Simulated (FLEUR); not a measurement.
**C under changes of volume**

One of the cells (5.672 Å³/atom); the others are scaled copies at fixed shape and fractional positions:

```
C
1.0
     2.52210    0.00000    0.00000
    -1.26105    2.18420    0.00000
     0.00000    0.00000    8.23710
C
8
Direct
  0.66667 0.33333 0.84375
  0.33333 0.66667 0.34375
  0.66667 0.33333 0.65625
  0.33333 0.66667 0.15625
  0.00000 0.00000 0.90625
  0.00000 0.00000 0.40625
  0.00000 0.00000 0.59375
  0.00000 0.00000 0.09375
```

This is a hexagonal form of diamond, not graphite.

```yaml
Program: FLEUR MaX-R8.1 (later development tree)
Functional: LDA (Perdew-Zunger)
Potentials_or_basis: all-electron
Basis: FLAPW
Kmax: 5.34 1/bohr
k_mesh: 12 × 12 × 4
Occupations: fermi-dirac, width 0.05 eV
Spin: no spin polarisation
```

```tsv
volume (Å³/atom)	energy over the lowest point (meV/atom)	gap on the mesh (eV)
5.332	?	?
5.445	0.00	4.47
5.672	3.57	4.37
5.899	31.27	4.27
6.012	52.77	4.22
```

Problem. What does the run at 5.332 Å³/atom give?

Solution. Energy over the lowest point 8.74 meV/atom; gap on the mesh 4.53 eV.

Worked out: A Birch-Murnaghan fit of order 2 (a polynomial in V^(-2/3)) to the other rows has its minimum at 5.53 Å³/atom with B0 = V·E''(V) = 473 GPa at fixed shape and positions, which overstates the stiffness. It gives 8.95 meV/atom at 5.332 Å³/atom, against the run's 8.74. A straight line through the other rows of the gap, of slope -2.52 eV per unit of ln V, extrapolates to 4.52 eV, against the run's 4.53.

Energies are extrapolated to zero smearing.

A mesh can miss the band edges.
